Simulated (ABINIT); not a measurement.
Crystal: Ge.

```
CELL_PARAMETERS angstrom
-2.49590 2.65086 1.43695
2.49590 -2.65086 1.43695
2.49590 2.65086 -1.43695
ATOMIC_POSITIONS crystal
Ge 0.31406 0.06406 0.25000
Ge 0.68594 0.93594 0.75000
```

This isn't the form of Ge at room conditions, which is diamond.

| Quantity | Value |
| --- | --- |
| Program | ABINIT 10.8.3 (patched build) |
| Task | relaxation of cell and atoms |
| Functional | PBE |
| Dispersion | D3(BJ) |
| Potentials or basis | JTH PAW PBE v2.0 |
| Cutoff | 599 eV |
| k mesh | 6 × 6 × 6 |
| Occupations | fermi-dirac, width 0.05 eV |
| Spin | no spin polarisation |

At the start: pressure -0.9 GPa; volume 19.01 Å³/atom.

**Question.** How do energy, volume and symmetry change on relaxing?

**Answer.** Over 7 steps the energy falls by 8.8 meV/atom and the volume is 18.71 Å³/atom (-1.6 %); space group Imma (No. 74, to 0.05 Å).

Step by step:
| step | energy change (eV) | largest force (eV/Å) | pressure (GPa) | volume (Å³) |
| --- | --- | --- | --- | --- |
| 1 | 0.0000 | 0.0198 | -0.85 | 38.03 |
| 2 | -0.0057 | 0.0063 | -0.70 | 37.95 |
| 3 | -0.0162 | 0.0169 | -0.23 | 37.62 |
| 4 | -0.0168 | 0.0128 | -0.10 | 37.52 |
| 5 | -0.0171 | 0.0092 | 0.01 | 37.43 |
| 6 | -0.0172 | 0.0087 | 0.01 | 37.43 |
| 7 | -0.0175 | 0.0065 | -0.02 | 37.42 |

Final structure:
```xyz
2
Lattice="-2.4691 2.7021 1.4021 2.4691 -2.7021 1.4021 2.4691 2.7021 -1.4021" Properties=species:S:1:pos:R:3 pbc="T T T"
Ge    0.0000    1.3511    0.1788
Ge    2.4691    1.3511    1.2233
```

Caveat: the k mesh is coarse (spacing up to 0.42 Å⁻¹), so the values aren't converged; the log and the count of SCF iterations are those of the last ABINIT call alone; pairwise dispersion overbinds metals, which lowers pressure and volume.
